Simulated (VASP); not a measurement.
# AgBr (Fm-3m) in VASP: settings compared, part 2 of 2

VASP 6.6.1. Earlier steps stand in the parts before.

**3. Single point, PBE, non-collinear spin, zero start, spin-orbit coupling**

INCAR reads:

```
  ALGO = Normal
  EDIFF = 1E-6
  ENCUT = 520
  GGA = PE
  GGA_COMPAT = F
  ISIF = 2
  ISMEAR = -1
  LASPH = T
  LCHARG = T
  LMAXMIX = 4
  LORBIT = 11
  LORBMOM = T
  LREAL = F
  LSORBIT = T
  LVHAR = T
  LWAVE = F
  MAGMOM = 0 0 0 0 0 0
  NBANDS = 30
  NELM = 150
  PREC = Accurate
  SIGMA = 0.02
```

KPOINTS reads:

```
k-points
0
Gamma
  8 8 8
```

POSCAR reads:

```
AgBr
1.0
    0.0000000000      2.8927333105      2.8927333105
    2.8927333105      0.0000000000      2.8927333105
    2.8927333105      2.8927333105      0.0000000000
Ag Br
1 1
Direct
    0.0000000000      0.0000000000      0.0000000000
    0.5000000000      0.5000000000      0.5000000000
```

Potentials or basis: VASP PAW PBE potentials, release 64 (Ag, Br).

Launch:

```sh
cat potpaw_PBE.64/Ag/POTCAR potpaw_PBE.64/Br/POTCAR > POTCAR
mpirun -np 1 vasp_ncl > vasp.out
```

OUTCAR:

```text
EDIFF = 1E-6
   ENCUT = 520
   GGA = PE
   ISIF = 2
   ISMEAR = -1
   LASPH = T
   LORBIT = 11
   LREAL = F
   LSORBIT = T
   NELM = 150
   PREC = Accurate

 ion  position               nearest neighbor table
   1  0.000  0.000  0.000-   2 2.89   2 2.89   2 2.89   2 2.89   2 2.89   2 2.89
   2  0.500  0.500  0.500-   1 2.89   1 2.89   1 2.89   1 2.89   1 2.89   1 2.89

  LATTYP: Found a face centered cubic cell.
 ALAT       =     5.7854666210

  Lattice vectors:

 A1 = (   0.0000000000,   2.8927333105,   2.8927333105)
 A2 = (   2.8927333105,   0.0000000000,   2.8927333105)
 A3 = (   2.8927333105,   2.8927333105,   0.0000000000)

Analysis of symmetry for initial positions (statically):
=====================================================================
 Subroutine PRICEL returns:
 Original cell was already a primitive cell.

 Routine SETGRP: Setting up the symmetry group for a
 face centered cubic supercell.

 Subroutine GETGRP returns: Found 48 space group operations
 (whereof 48 operations were pure point group operations)
 out of a pool of 48 trial point group operations.

The static configuration has the point symmetry O_h .

Analysis of symmetry for dynamics (positions and initial velocities):
=====================================================================
 Subroutine PRICEL returns:
 Original cell was already a primitive cell.

 Routine SETGRP: Setting up the symmetry group for a
 face centered cubic supercell.

 Subroutine GETGRP returns: Found 48 space group operations
 (whereof 48 operations were pure point group operations)
 out of a pool of 48 trial point group operations.

The dynamic configuration has the point symmetry O_h .

Analysis of structural, dynamic, and magnetic symmetry:
=====================================================================
 Subroutine PRICEL returns:
 Original cell was already a primitive cell.

 Routine SETGRP: Setting up the symmetry group for a
[... 1003 lines left out ...]
 # of ion     p       d       tot
 ----------------------------------------
  1         0.000  -0.000  -0.000
  2         0.000  -0.000  -0.000
 ----------------------------------------
            0.000  -0.000  -0.000

 orbital moment (z)

 # of ion     p       d       tot
 ----------------------------------------
  1         0.000   0.000   0.000
  2         0.000   0.000   0.000
 ----------------------------------------
            0.000   0.000   0.000

 Spin-Orbit-Coupling matrix elements

 Ion:    1  E_soc:     -0.0391839
 l=   1
     0.0000000    -0.0010315    -0.0010315
    -0.0010315     0.0000000    -0.0010315
    -0.0010315    -0.0010315     0.0000000
 l=   2
     0.0000000    -0.0011050     0.0000000    -0.0011050    -0.0043941
    -0.0011050     0.0000000    -0.0032956    -0.0011050    -0.0010985
     0.0000000    -0.0032956     0.0000000    -0.0032956     0.0000000
    -0.0011050    -0.0011050    -0.0032956     0.0000000    -0.0010985
    -0.0043941    -0.0010985     0.0000000    -0.0010985     0.0000000
 l=   3
     0.0000000     0.0000000     0.0000000     0.0000000     0.0000000     0.0000000     0.0000000
     0.0000000     0.0000000     0.0000000     0.0000000     0.0000000     0.0000000     0.0000000
     0.0000000     0.0000000     0.0000000     0.0000000     0.0000000     0.0000000     0.0000000
     0.0000000     0.0000000     0.0000000     0.0000000     0.0000000     0.0000000     0.0000000
     0.0000000     0.0000000     0.0000000     0.0000000     0.0000000     0.0000000     0.0000000
     0.0000000     0.0000000     0.0000000     0.0000000     0.0000000     0.0000000     0.0000000
     0.0000000     0.0000000     0.0000000     0.0000000     0.0000000     0.0000000     0.0000000

 Ion:    2  E_soc:     -0.0573460
 l=   1
     0.0000000    -0.0095455    -0.0095455
    -0.0095455     0.0000000    -0.0095455
    -0.0095455    -0.0095455     0.0000000
 l=   2
     0.0000000     0.0000003     0.0000000     0.0000003    -0.0000125
     0.0000003     0.0000000    -0.0000094     0.0000003    -0.0000031
     0.0000000    -0.0000094     0.0000000    -0.0000094     0.0000000
     0.0000003     0.0000003    -0.0000094     0.0000000    -0.0000031
    -0.0000125    -0.0000031     0.0000000    -0.0000031     0.0000000
 l=   3
     0.0000000     0.0000000     0.0000000     0.0000000     0.0000000     0.0000000     0.0000000
     0.0000000     0.0000000     0.0000000     0.0000000     0.0000000     0.0000000     0.0000000
     0.0000000     0.0000000     0.0000000     0.0000000     0.0000000     0.0000000     0.0000000
     0.0000000     0.0000000     0.0000000     0.0000000     0.0000000     0.0000000     0.0000000
     0.0000000     0.0000000     0.0000000     0.0000000     0.0000000     0.0000000     0.0000000
     0.0000000     0.0000000     0.0000000     0.0000000     0.0000000     0.0000000     0.0000000
     0.0000000     0.0000000     0.0000000     0.0000000     0.0000000     0.0000000     0.0000000

 total charge

# of ion       s       p       d       tot
------------------------------------------
    1        0.221   0.145   9.351   9.717
    2        1.616   3.193   0.025   4.835
--------------------------------------------------
tot          1.837   3.338   9.376  14.552

 magnetization (x)

# of ion       s       p       d       tot
------------------------------------------
    1       -0.000   0.000   0.000  -0.000
    2        0.000   0.000   0.000   0.000
--------------------------------------------------
tot         -0.000   0.000   0.000  -0.000

 magnetization (y)

# of ion       s       p       d       tot
------------------------------------------
    1       -0.000   0.000   0.000  -0.000
    2        0.000   0.000  -0.000   0.000
--------------------------------------------------
tot         -0.000   0.000  -0.000  -0.000

 magnetization (z)

# of ion       s       p       d       tot
------------------------------------------
    1       -0.000  -0.000   0.000  -0.000
    2        0.000   0.000  -0.000   0.000
--------------------------------------------------
tot         -0.000  -0.000  -0.000  -0.000
```

Run time: 78 s. Hardware: 1 thread of Intel Xeon Platinum 8488C (Sapphire Rapids), shared host; peak memory 0.3 GiB.

What came out:

| Property | Result |
| --- | --- |
| Free energy | -5.0434 eV |
| Pressure | 1.2 GPa |
| Net moment | 0.00 μB per cell |
| Valence electrons inside the program's atomic spheres | Ag 9.72; Br 4.83 |

Moments on the atoms (μB; x, y, z):
```
Ag  0.00 0.00 0.00
Br  0.00 0.00 0.00
```

**4. Single point, r2SCAN**

POSCAR is that of step 3.

INCAR.step1 reads:

```
SYSTEM = AgBr
ALGO = Normal
EDIFF = 1E-4
ENCUT = 520
GGA = PE
ISMEAR = 0
LASPH = .True.
LCHARG = .False.
LREAL = .False.
LWAVE = .True.
NBANDS = 16
NELM = 60
PREC = Accurate
SIGMA = 0.01
```

INCAR.step2 reads:

```
SYSTEM = AgBr
ALGO = Normal
EDIFF = 1E-6
ENCUT = 520
ISIF = 2
ISMEAR = 0
ISTART = 1
LASPH = .True.
LCHARG = .False.
LMIXTAU = .True.
LREAL = .False.
LWAVE = .False.
METAGGA = R2SCAN
NBANDS = 16
NELM = 60
PREC = Accurate
SIGMA = 0.01
```

KPOINTS reads:

```
k-points
0
Gamma
  8 8 8
  0 0 0
```

Launch:

```sh
cat potpaw_PBE.64/Ag/POTCAR potpaw_PBE.64/Br/POTCAR > POTCAR
cp INCAR.step1 INCAR
mpirun -np 1 vasp_std > vasp.out
cp INCAR.step2 INCAR
mpirun -np 1 vasp_std > vasp.out
```

It took 67 s on 1 thread of Intel Xeon Platinum 8488C (Sapphire Rapids), shared host; peak memory 0.18 GiB.

The run converged. Its results:

* Free energy: -35.5144 eV
* Pressure: 0.0 GPa
* Band gap on the k mesh: 1.25 eV, indirect (least direct gap 3.19 eV)

Levels at points of the mesh, in eV from the valence-band top:
| k point | band 5 | band 6 | band 7 | band 8 | band 9 | band 10 | band 11 | band 12 | band 13 | band 14 |
| --- | --- | --- | --- | --- | --- | --- | --- | --- | --- | --- |
| (0.00, 0.00, 0.00) | -2.67 | -2.67 | -1.94 | -1.94 | -1.94 | 1.25 | 10.42 | 10.42 | 10.42 | 11.65 |
| (0.50, 0.00, 0.00) | -2.40 | -2.40 | -2.06 | 0.00 | 0.00 | 4.31 | 7.08 | 7.41 | 7.41 | 12.74 |
| (0.50, 0.50, 0.00) | -2.81 | -2.52 | -2.30 | -2.30 | -2.19 | 2.19 | 7.45 | 9.61 | 11.77 | 11.77 |

Caveat: the PAW data sets were made with another functional, which shifts forces and pressure a little. A k mesh can miss the band edges.

**5. Single point, PBE**

INCAR reads:

```
SYSTEM = AgBr
PREC = Accurate
ENCUT = 520
EDIFF = 1E-7
ISMEAR = 0
SIGMA = 0.01
LREAL = .False.
LASPH = .True.
NELM = 100
ALGO = Normal
ISIF = 2
LWAVE = .False.
LCHARG = .True.
GGA = PE
LELF = .True.
LVHAR = .True.
NBANDS = 16
```

KPOINTS reads:

```
regular mesh
0
Gamma
  8 8 8
  0 0 0
```

POSCAR is that of step 4.

Launch:

```sh
cat potpaw_PBE.64/Ag/POTCAR potpaw_PBE.64/Br/POTCAR > POTCAR
mpirun -np 1 vasp_std > vasp.out
```

Run time: 21 s. Hardware: 1 thread of Intel Xeon Platinum 8488C (Sapphire Rapids), shared host; peak memory 0.18 GiB.

It converged, with:

- Free energy: -4.9953 eV
- Pressure: 1.1 GPa
- Band gap on the k mesh: 0.68 eV, indirect (least direct gap 2.53 eV)

Levels at points of the mesh, in eV from the valence-band top:
```
           k point  band 5  band 6  band 7  band 8  band 9  band 10  band 11  band 12  band 13  band 14
(0.00, 0.00, 0.00)   -2.70   -2.70   -1.85   -1.85   -1.85     0.68     9.92     9.92     9.92    11.20
(0.50, 0.00, 0.00)   -2.41   -2.41   -2.08    0.00    0.00     3.80     6.46     6.81     6.81    12.20
(0.50, 0.50, 0.00)   -2.72   -2.55   -2.31   -2.31   -2.23     1.65     7.10     8.97    10.93    10.93
```

A k mesh can miss the band edges. PBE gaps usually lie below the measured ones, often by a third to a half.

**6. The runs side by side**

```csv
level,spin,smearing,gap on the mesh (eV),pressure (GPa)
PBE,off,gaussian 0.01 eV,0.68,1.1
PBE,"non-collinear, zero start, SOC",fermi-dirac 0.02 eV,-,1.2
r2SCAN,off,gaussian 0.01 eV,1.25,0.0
```

Alike in all rows: task single point; potentials or basis VASP PAW PBE potentials, release 64 (Ag, Br); cell as given; k mesh 8 × 8 × 8; cutoff (eV) 520.

The pressure there spans 0.0 GPa (r2SCAN) to 1.2 GPa (PBE); a positive pressure means that this level wants a larger cell, a negative one a smaller.

Caveats: the PAW data sets were made with another functional, which shifts forces and pressure a little (some runs).

Absolute energies hang on the potentials; compare differences alone.
